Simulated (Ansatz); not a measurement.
# Dielectric response of ZnS (10-10) films

Wanted: ε of wurtzite ZnS (10-10) by finite fields on slabs, and the band edges against the vacuum where run.

Method: plane-wave DFT, PBEsol, Ansatz PAW, in the first sound run; inputs show where later runs differ, in Ansatz 0.2.0.

Most raw output is cut from this account.

### Step 1. The starting structure

The cell holds 12 atoms: 6 Zn and 6 S. Cell: a = 3.820 Å, b = 6.260 Å, c = 25.719 Å, α = 90.0°, β = 90.0°, γ = 90.0°. It derives from ZnS (wurtzite ZnS). Vacuum lies along c.

### Step 2. Relaxing the film, 12 atoms, units 3

The structure is relaxed first, because levels and dipoles at a surface follow the positions of the outer atoms.

input.yaml

```yaml
crystal:
  lattice:
    - [3.82, 0.0, 0.0]
    - [0.0, 6.26, 0.0]
    - [0.0, 0.0, 25.7191730991]
  atoms:
    - { symbol: Zn, position: [0.0, 0.0, 0.3499334899] }
    - { symbol: S, position: [0.0, 0.375, 0.3499334899] }
    - { symbol: Zn, position: [0.5, 0.5, 0.3928096356] }
    - { symbol: S, position: [0.5, 0.875, 0.3928096356] }
    - { symbol: Zn, position: [0.5, 0.0, 0.4785619271] }
    - { symbol: S, position: [0.5, 0.375, 0.4785619271] }
    - { symbol: Zn, position: [0.0, 0.5, 0.5214380729] }
    - { symbol: S, position: [0.0, 0.875, 0.5214380729] }
    - { symbol: Zn, position: [0.0, 0.0, 0.6071903644] }
    - { symbol: S, position: [0.0, 0.375, 0.6071903644] }
    - { symbol: Zn, position: [0.5, 0.5, 0.6500665101] }
    - { symbol: S, position: [0.5, 0.875, 0.6500665101] }
kpoints:
  mp_grid: { grid: [8, 4, 1] }
hamiltonian:
  xc: pbesol
scf:
  occupations: { method: fixed }
  convergence: { dr2_threshold: 1.0e-09 }
efield:
  axis: 3
  dipole_correction: true
  ramp_position: 0.97
  ramp_width: 0.06
relax:
  f_tol: 0.003
  max_steps: 100
output:
  write_potential: true
  write_density: true
  volumetric_format: npy
```

Command:

```bash
> ansatz run input.yaml --threads 8 --pin off --max-ram 32768MiB --backend cpu --events-out ev --progress --plain --runs-dir out
```

Run time: 63 s. Hardware: 8 threads of Arm Neoverse V2, shared host; peak memory 1.9 GiB.

Step by step:

```
step  energy less that of the first step (eV)  largest force component (eV/Å)
   1                                   0.0000                          1.3789
   2                                  -0.6592                          0.9061
   3                                  -1.0266                          0.5281
   4                                  -1.1569                          0.1264
   5                                  -1.1715                          0.0239
   6                                  -1.1712                          0.0503
   7                                  -1.1727                          0.0036
   8                                  -1.1727                          0.0013
```

Relaxation step 6 was tried and not accepted.

Forces are held to the 2 operations that the run works with; a distortion that breaks them can't arise in this run.

The atoms that moved most (Å):

```
atom     dx      dy      dz  length
Zn11  0.000   0.277  -0.600   0.661
 Zn1  0.000   0.277   0.600   0.661
 Zn3  0.000  -0.108  -0.063   0.125
 Zn9  0.000  -0.108   0.063   0.125
 Zn5  0.000  -0.063   0.070   0.094
 Zn7  0.000  -0.063  -0.070   0.094
  S4  0.000  -0.067   0.046   0.081
 S10  0.000  -0.067  -0.046   0.081
```

This step gave:

- gap on the k-mesh: 2.266 eV
- dipole along the normal: -6.38e-8 e·Å
- ionisation energy, upper face: 6.018 eV
- electron affinity, upper face: 3.752 eV

Running mean over 3.308 Å of the planar mean; the ramp of the sawtooth is left out. The electron's electrostatic potential energy less the highest filled level by z:

```
z (Å)  electron's electrostatic potential energy less the highest filled level (eV)
  3.5                                                                          6.02
  4.0                                                                          6.02
  4.5                                                                          6.02
  5.0                                                                          6.02
  5.5                                                                          6.01
  6.0                                                                          5.97
  6.5                                                                          5.81
  7.0                                                                          5.20
  7.5                                                                          4.00
  8.0                                                                          2.15
  8.5                                                                        0.0420
  9.0                                                                         -1.53
  9.5                                                                         -2.17
 10.0                                                                         -2.43
 10.5                                                                         -2.83
 11.0                                                                         -3.11
 11.5                                                                         -2.96
 12.0                                                                         -2.63
 12.5                                                                         -2.50
 13.0                                                                         -2.47
 13.5                                                                         -2.56
 14.0                                                                         -2.80
 14.5                                                                         -3.10
 15.0                                                                         -3.00
 15.5                                                                         -2.59
 16.0                                                                         -2.30
 16.5                                                                         -1.91
 17.0                                                                        -0.759
 17.5                                                                          1.21
 18.0                                                                          3.27
 18.5                                                                          4.75
 19.0                                                                          5.62
 19.5                                                                          5.93
 20.0                                                                          6.00
 20.5                                                                          6.01
 21.0                                                                          6.02
 21.5                                                                          6.02
 22.0                                                                          6.02
 22.5                                                                          6.02
```

The relaxation took 8 steps and lowered the energy by 1.2 eV; the largest force on the free atoms ends at 0.0013 eV/Å.

The gap is 2.27 eV, with the valence edge 6.02 eV and the conduction edge 3.75 eV under the upper vacuum level.

### Step 3. Single point on the relaxed film, 12 atoms, units 3

The film was relaxed beforehand; a single point on the relaxed positions gives its levels and potential.

input.yaml

```yaml
crystal:
  lattice:
    - [3.82, 0.0, 0.0]
    - [0.0, 6.26, 0.0]
    - [0.0, 0.0, 25.7191730991]
  atoms:
    - { symbol: Zn, position: [0.0, 0.0443243844, 0.3732738527] }
    - { symbol: S, position: [0.0, 0.3795671259, 0.3473981566] }
    - { symbol: Zn, position: [0.5, 0.4828168367, 0.3903555952] }
    - { symbol: S, position: [0.5, 0.8643464182, 0.3946161515] }
    - { symbol: Zn, position: [0.5, -0.010107949, 0.4812706505] }
    - { symbol: S, position: [0.5, 0.3640531799, 0.4779511564] }
    - { symbol: Zn, position: [0.0, 0.4898920514, 0.5187293495] }
    - { symbol: S, position: [0.0, 0.8640531802, 0.5220488437] }
    - { symbol: Zn, position: [0.0, -0.0171831615, 0.6096444046] }
    - { symbol: S, position: [0.0, 0.3643464196, 0.6053838487] }
    - { symbol: Zn, position: [0.5, 0.5443243863, 0.6267261471] }
    - { symbol: S, position: [0.5, 0.8795671279, 0.6526018433] }
kpoints:
  mp_grid: { grid: [8, 4, 1] }
hamiltonian:
  xc: pbesol
scf:
  occupations: { method: fixed }
  convergence: { dr2_threshold: 1.0e-09 }
efield:
  axis: 3
  dipole_correction: true
  ramp_position: 0.97
  ramp_width: 0.06
output:
  eigenvalues: true
  write_potential: true
  write_density: true
  volumetric_format: npy
```

Run time: 12 s. Hardware: 8 threads; peak memory 2 GiB; 92 s of CPU time.

Numbers from this step:

| Item | Value |
| --- | --- |
| dipole along the normal | 1.58e-6 e·Å |

Running mean over 3.308 Å of the planar mean; the ramp of the sawtooth is left out. Electron's electrostatic potential energy less the highest filled level against z:

(Unchanged from step 2.)

The gap is 2.27 eV, with the valence edge 6.02 eV and the conduction edge 3.75 eV under the upper vacuum level.

### Step 4. Single point, 12 atoms, units 3, field 0.05 V/Å

A sawtooth potential applies the field, turning back in the middle of the vacuum. With the dipole correction the typed value is the field outside the slab. The induced dipole is small, so the SCF threshold is tight.

input.yaml: that of step 3 with these lines changed.

```diff
@@ -24,3 +24,3 @@
   occupations: { method: fixed }
-  convergence: { dr2_threshold: 1.0e-09 }
+  convergence: { dr2_threshold: 1.0e-10 }
 efield:
@@ -30,4 +30,4 @@
   ramp_width: 0.06
+  amplitude: 0.05
 output:
-  eigenvalues: true
   write_potential: true
```

The job ended after 14 s (8 threads; peak memory 2 GiB; 1.8 min of CPU time).

Numbers from this step:

```
gap on the k-mesh       : 2.262 eV
dipole along the normal : 0.05466 e·Å
```

The dipole is 0.0547 e·Å, and the gap on the mesh 2.262 eV.

### Step 5. Single point, 12 atoms, units 3, field -0.05 V/Å

input.yaml: that of step 4 with these lines changed.

```diff
@@ -30,3 +30,3 @@
   ramp_width: 0.06
-  amplitude: 0.05
+  amplitude: -0.05
 output:
```

Run time: 14 s. Hardware: 8 threads; peak memory 2 GiB.

The dipole is -0.0547 e·Å, and the gap on the mesh 2.262 eV.

### Step 6. Response with the atoms held, 12 atoms, units 3

This step: plane-wave DFT, PBEsol, Ansatz PAW; response to a field along the normal, atoms held (Ansatz 0.2.0).

The two fields give this film's response with the atoms held: the electronic part.

This step gave:

| Item | Value |
| --- | --- |
| equivalent conductor thickness p/(ε₀AE) | 8.272 Å |
| distance between the outer atoms | 7.850 Å |
| thickness | 9.925 Å |

Local field over the applied field, running mean. From the potentials at -0.05 and 0.05 V/Å; running mean over 3.308 Å, taken twice. The local field over applied field by z:

| z (Å) | local field over applied field |
| --- | --- |
| 4.5 | 0.992 |
| 5.0 | 0.980 |
| 5.5 | 0.956 |
| 6.0 | 0.915 |
| 6.5 | 0.854 |
| 7.0 | 0.772 |
| 7.5 | 0.674 |
| 8.0 | 0.567 |
| 8.5 | 0.462 |
| 9.0 | 0.366 |
| 9.5 | 0.288 |
| 10.0 | 0.230 |
| 10.5 | 0.194 |
| 11.0 | 0.174 |
| 11.5 | 0.165 |
| 12.0 | 0.163 |
| 12.5 | 0.163 |
| 13.0 | 0.163 |
| 13.5 | 0.163 |
| 14.0 | 0.164 |
| 14.5 | 0.169 |
| 15.0 | 0.183 |
| 15.5 | 0.212 |
| 16.0 | 0.260 |
| 16.5 | 0.329 |
| 17.0 | 0.418 |
| 17.5 | 0.520 |
| 18.0 | 0.628 |
| 18.5 | 0.731 |
| 19.0 | 0.820 |
| 19.5 | 0.891 |
| 20.0 | 0.941 |
| 20.5 | 0.971 |
| 21.0 | 0.988 |
| 21.5 | 0.995 |

Electrons, planar mean, per unit field. Induced electron density against z:

```
z (Å)  induced electron density (e/Å³ per V/Å)
  4.5                                   3.3e-6
  5.0                                   1.1e-5
  5.5                                   3.4e-5
  6.0                                   1.0e-4
  6.5                                   3.0e-4
  7.0                                   7.8e-4
  7.5                                  0.00176
  8.0                                  0.00273
  8.5                                  0.00233
  9.0                                  0.00202
  9.5                                   7.0e-4
 10.0                                 -0.00120
 10.5                                 -0.00106
 11.0                                  -2.6e-4
 11.5                                   2.9e-4
 12.0                                   9.6e-4
 12.5                                  0.00109
 13.0                                  -5.0e-4
 13.5                                 -0.00126
 14.0                                  -5.4e-4
 14.5                                   2.9e-6
 15.0                                   6.7e-4
 15.5                                  0.00140
 16.0                                   2.5e-4
 16.5                                 -0.00170
 17.0                                 -0.00208
 17.5                                 -0.00271
 18.0                                 -0.00227
 18.5                                 -0.00115
 19.0                                  -4.6e-4
 19.5                                  -1.7e-4
 20.0                                  -5.5e-5
 20.5                                  -1.8e-5
 21.0                                  -5.5e-6
 21.5                                  -1.7e-6
```

By hand: between -0.05 and 0.05 V/Å the dipole changes by 0.1093 e·Å, a slope of 1.093 e·Å²/V. A perfect conductor of thickness t has p = ε₀AEt, so t = 180.95 × 1.093 / 23.913 = 8.27 Å (e/ε₀ = 180.95 V·Å, A in Å²).

The induced dipole is that of a conductor 8.27 Å thick.

### Step 7. Field on, atoms free, 12 atoms, field 0.05 V/Å

This step: plane-wave DFT, PBEsol, Ansatz PAW (Ansatz 0.2.0).

Now the atoms may follow the field. A weak field makes forces of meV/Å to tens of meV/Å, so the force tolerance is set well below the usual one.

input.yaml: that of step 5 with these lines changed.

```diff
@@ -30,3 +30,6 @@
   ramp_width: 0.06
-  amplitude: -0.05
+  amplitude: 0.05
+relax:
+  f_tol: 0.0006
+  max_steps: 70
 output:
```

Elapsed: 30 s, on 8 threads; peak memory 1.9 GiB.

No atom moved by 0.005 Å in the relaxation.

Numbers from this step:

```yaml
gap_on_the_k_mesh: 2.264 eV
dipole_along_the_normal: 0.05809 e·Å
```

The relaxation took 4 steps and lowered the energy by 8.6e-5 eV; the largest force on the free atoms ends at 3.6e-4 eV/Å.

The dipole is 0.0581 e·Å, and the gap on the mesh 2.264 eV.

### Step 8. Field on, atoms free, 12 atoms, field -0.05 V/Å

The opposite sign, again from the field-free geometry; the difference of the two cancels what relaxes without a field.

input.yaml: that of step 7 with these lines changed.

```diff
@@ -30,3 +30,3 @@
   ramp_width: 0.06
-  amplitude: 0.05
+  amplitude: -0.05
 relax:
```

Elapsed: 30 s, on 8 threads; peak memory 1.9 GiB; 3.9 min of CPU time.

No atom moved by 0.005 Å in the relaxation.

The relaxation took 4 steps and lowered the energy by 8.6e-5 eV; the largest force on the free atoms ends at 3.6e-4 eV/Å.

The dipole is -0.0581 e·Å, and the gap on the mesh 2.264 eV.

### Step 9. Response with the atoms relaxed, 12 atoms, units 3

This step: plane-wave DFT, PBEsol, Ansatz PAW; response to a field along the normal, atoms relaxed (Ansatz 0.2.0).

The two relaxed runs give the static response.

This step gave:

| Property | Result |
| --- | --- |
| equivalent conductor thickness p/(ε₀AE) | 8.791 Å |

Local field over the applied field, running mean. From the potentials at -0.05 and 0.05 V/Å; running mean over 3.308 Å, taken twice. Local field over applied field against z:

| z (Å) | local field over applied field |
| --- | --- |
| 4.5 | 0.991 |
| 5.0 | 0.976 |
| 5.5 | 0.952 |
| 6.0 | 0.919 |
| 6.5 | 0.859 |
| 7.0 | 0.766 |
| 7.5 | 0.658 |
| 8.0 | 0.547 |
| 8.5 | 0.438 |
| 9.0 | 0.323 |
| 9.5 | 0.219 |
| 10.0 | 0.157 |
| 10.5 | 0.134 |
| 11.0 | 0.117 |
| 11.5 | 0.108 |
| 12.0 | 0.111 |
| 12.5 | 0.128 |
| 13.0 | 0.133 |
| 13.5 | 0.118 |
| 14.0 | 0.107 |
| 14.5 | 0.112 |
| 15.0 | 0.126 |
| 15.5 | 0.145 |
| 16.0 | 0.185 |
| 16.5 | 0.274 |
| 17.0 | 0.389 |
| 17.5 | 0.498 |
| 18.0 | 0.610 |
| 18.5 | 0.719 |
| 19.0 | 0.822 |
| 19.5 | 0.897 |
| 20.0 | 0.940 |
| 20.5 | 0.966 |
| 21.0 | 0.987 |
| 21.5 | 0.995 |

The induced dipole is that of a conductor 8.79 Å thick.

### Step 10. Relaxing the film, 16 atoms, units 4

This step: plane-wave DFT, PBEsol, Ansatz PAW (Ansatz 0.2.0).

System of this step: ZnS (10-10), 4 units. The cell holds 16 atoms: 8 Zn and 8 S. Cell: a = 3.820 Å, b = 6.260 Å, c = 29.027 Å, α = 90.0°, β = 90.0°, γ = 90.0°. It derives from ZnS (wurtzite ZnS). Vacuum lies along c.

The next thickness, treated alike, so that differences show the interior and the faces cancel.

input.yaml

```yaml
crystal:
  lattice:
    - [3.82, 0.0, 0.0]
    - [0.0, 6.26, 0.0]
    - [0.0, 0.0, 29.0273901415]
  atoms:
    - { symbol: Zn, position: [0.0, 0.0, 0.3100519873] }
    - { symbol: S, position: [0.0, 0.375, 0.3100519873] }
    - { symbol: Zn, position: [0.5, 0.5, 0.3480415899] }
    - { symbol: S, position: [0.5, 0.875, 0.3480415899] }
    - { symbol: Zn, position: [0.5, 0.0, 0.4240207949] }
    - { symbol: S, position: [0.5, 0.375, 0.4240207949] }
    - { symbol: Zn, position: [0.0, 0.5, 0.4620103975] }
    - { symbol: S, position: [0.0, 0.875, 0.4620103975] }
    - { symbol: Zn, position: [0.0, 0.0, 0.5379896025] }
    - { symbol: S, position: [0.0, 0.375, 0.5379896025] }
    - { symbol: Zn, position: [0.5, 0.5, 0.5759792051] }
    - { symbol: S, position: [0.5, 0.875, 0.5759792051] }
    - { symbol: Zn, position: [0.5, 0.0, 0.6519584101] }
    - { symbol: S, position: [0.5, 0.375, 0.6519584101] }
    - { symbol: Zn, position: [0.0, 0.5, 0.6899480127] }
    - { symbol: S, position: [0.0, 0.875, 0.6899480127] }
kpoints:
  mp_grid: { grid: [8, 4, 1] }
hamiltonian:
  xc: pbesol
scf:
  occupations: { method: fixed }
  convergence: { dr2_threshold: 1.0e-09 }
efield:
  axis: 3
  dipole_correction: true
  ramp_position: 0.97
  ramp_width: 0.06
relax:
  f_tol: 0.003
  max_steps: 100
output:
  write_potential: true
  write_density: true
  volumetric_format: npy
```

The job ended after 99 s (8 threads; peak memory 2.6 GiB).

Step by step:

```csv
step,energy less that of the first step (eV),largest force component (eV/Å)
1,0.0000,1.3721
2,-0.6679,0.9087
3,-1.0384,0.5333
4,-1.1729,0.1416
5,-1.1937,0.0195
6,-1.1940,0.0154
7,-1.1941,0.0033
8,-1.1941,0.0003
```

The run keeps the 2 symmetry operations that it works with, so distortions that break them were not tested.

The atoms that moved most (Å):

```csv
atom,dx,dy,dz,length
Zn15,0.000,0.296,-0.624,0.690
Zn1,0.000,0.296,0.624,0.690
Zn3,0.000,-0.095,-0.024,0.098
Zn13,0.000,-0.095,0.024,0.098
Zn5,0.000,-0.035,0.083,0.090
Zn11,0.000,-0.035,-0.083,0.090
S4,0.000,-0.050,0.069,0.085
S14,0.000,-0.050,-0.069,0.085
```

The relaxation took 8 steps and lowered the energy by 1.2 eV; the largest force on the free atoms ends at 2.8e-4 eV/Å.

The gap is 2.21 eV, with the valence edge 6.03 eV and the conduction edge 3.81 eV under the upper vacuum level.

### Step 11. The relaxed film, single point, 16 atoms, units 4

input.yaml

```yaml
crystal:
  lattice:
    - [3.82, 0.0, 0.0]
    - [0.0, 6.26, 0.0]
    - [0.0, 0.0, 29.0273901415]
  atoms:
    - { symbol: Zn, position: [0.0, 0.0472406217, 0.3315439797] }
    - { symbol: S, position: [0.0, 0.3828015742, 0.3089359337] }
    - { symbol: Zn, position: [0.5, 0.4848612624, 0.3472157425] }
    - { symbol: S, position: [0.5, 0.8669706371, 0.3504043388] }
    - { symbol: Zn, position: [0.5, -0.0055581534, 0.426880368] }
    - { symbol: S, position: [0.5, 0.3673815604, 0.4247828627] }
    - { symbol: Zn, position: [0.0, 0.491117938, 0.4616196787] }
    - { symbol: S, position: [0.0, 0.8651845473, 0.4628083252] }
    - { symbol: Zn, position: [0.0, -0.0088820611, 0.538380321] }
    - { symbol: S, position: [0.0, 0.3651845484, 0.537191675] }
    - { symbol: Zn, position: [0.5, 0.494441848, 0.5731196321] }
    - { symbol: S, position: [0.5, 0.8673815623, 0.5752171374] }
    - { symbol: Zn, position: [0.5, -0.015138733, 0.6527842573] }
    - { symbol: S, position: [0.5, 0.3669706414, 0.6495956618] }
    - { symbol: Zn, position: [0.0, 0.547240627, 0.6684560201] }
    - { symbol: S, position: [0.0, 0.8828015792, 0.6910640663] }
kpoints:
  mp_grid: { grid: [8, 4, 1] }
hamiltonian:
  xc: pbesol
scf:
  occupations: { method: fixed }
  convergence: { dr2_threshold: 1.0e-09 }
efield:
  axis: 3
  dipole_correction: true
  ramp_position: 0.97
  ramp_width: 0.06
output:
  eigenvalues: true
  write_potential: true
  write_density: true
  volumetric_format: npy
  elf: true
```

It took 21 s on 8 threads; peak memory 2.7 GiB; 2.7 min of CPU time.

The gap is 2.21 eV, with the valence edge 6.03 eV and the conduction edge 3.81 eV under the upper vacuum level.

(Part 1 of 3 ends here.)

[Logs are printed without paths, hosts, clocks, repeated set-up lines and the standing remarks that a program may print on its own settings, such as how far it seeks lower states.]

[Hosts, paths, dates, database ids (printed as entryN), source tags and the programs' standing remarks are cut or masked in the printed files.]

[Maps of the electrostatic potential energy from Ansatz leave out the sawtooth potential of an applied field or a dipole correction, so their vacuum need not be flat; planar profiles and work functions include it.]
